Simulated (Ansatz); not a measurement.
The system is La2O3.

```
CELL_PARAMETERS angstrom
3.93078 0.00000 0.00000
-1.96539 3.40415 0.00000
0.00000 0.00000 6.11195
ATOMIC_POSITIONS crystal
La 0.33333 0.66667 0.24624
La 0.66667 0.33333 0.75376
O 0.00000 0.00000 0.00000
O 0.33333 0.66667 0.64589
O 0.66667 0.33333 0.35411
```

The cell is a database's computed one.

Base run:

```yaml
Program: Ansatz 0.2.0
Functional: LDA
Potentials_or_basis: Ansatz PAW
Cutoff: "420 eV (not typed: the program's choice for these potentials)"
k_mesh: 8 × 8 × 5
Occupations: fermi-dirac, width 0.05 eV
Spin: no spin polarisation
```

Its results: band gap on the k mesh 3.77 eV, indirect (least direct gap 3.92 eV); pressure -6.3 GPa; largest force 0.170 eV/Å.

Task: The run is repeated on the same cell with these changes: functional from LDA to r2SCAN; cutoff from 420 eV (not typed: the program's choice for these potentials) to 500 eV (not typed: the program's choice for these potentials). What comes out?

Result: Band gap on the k mesh 4.30 eV, indirect (least direct gap 4.45 eV); pressure 0.6 GPa; largest force 0.046 eV/Å.

r2SCAN gives the wider gap, since meta-GGAs in the generalised Kohn-Sham scheme recover part of the derivative discontinuity.

Caveats: spin-orbit coupling is left out, which moves the levels of the heavy elements; the PAW data sets come from PBE, with cores solved anew for the run's functional, which leaves a small shift of forces and pressure; the magnetic or orbital state may not be the lowest (some runs); the k mesh misses the band edges, so the gap on the mesh is wider than the one along the path (some runs).
